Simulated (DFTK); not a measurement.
# MgO under changes of volume

One of the cells (9.221 Å³/atom); the others are scaled copies at fixed shape and fractional positions:

```
CELL_PARAMETERS angstrom
0.00000 2.09700 2.09700
2.09700 0.00000 2.09700
2.09700 2.09700 0.00000
ATOMIC_POSITIONS crystal
Mg 0.00000 0.00000 0.00000
O 0.50000 0.50000 0.50000
```

The cell is a database's computed one.

* Program: DFTK 0.8.2
* Functional: LDA
* Potentials or basis: dojo.nc.sr.lda.v0_4_1.standard.upf (LDA)
* Cutoff: 1143 eV
* k mesh: 7 × 7 × 7
* Occupations: fermi-dirac, width 0.05 eV
* Spin: no spin polarisation

```tsv
volume (Å³/atom)	energy over the lowest point (meV/atom)	pressure (GPa)	gap on the mesh (eV)
8.668	6.99	6.9	5.46
8.853	1.28	2.9	5.23
9.037	0.00	-0.7	5.02
9.221	?	?	?
9.406	9.00	-7.0	4.62
9.590	18.53	-9.7	4.44
9.775	30.96	-12.1	4.26
```

**Question.** What does the run at 9.221 Å³/atom give?

**Answer.** Energy over the lowest point 2.71 meV/atom; pressure -4.0 GPa; gap on the mesh 4.82 eV.

Worked out: A Birch-Murnaghan fit of order 3 (a polynomial in V^(-2/3)) to the other rows has its minimum at 9.00 Å³/atom with B0 = V·E''(V) = 172 GPa and B' = 4.2. It gives 2.70 meV/atom at 9.221 Å³/atom, against the run's 2.71, and -dE/dV = -4.0 GPa, against -4.0. A straight line through the other rows of the gap, of slope -9.96 eV per unit of ln V (its deformation potential), gives 4.83 eV, against the run's 4.82.

Energies are extrapolated to zero smearing.
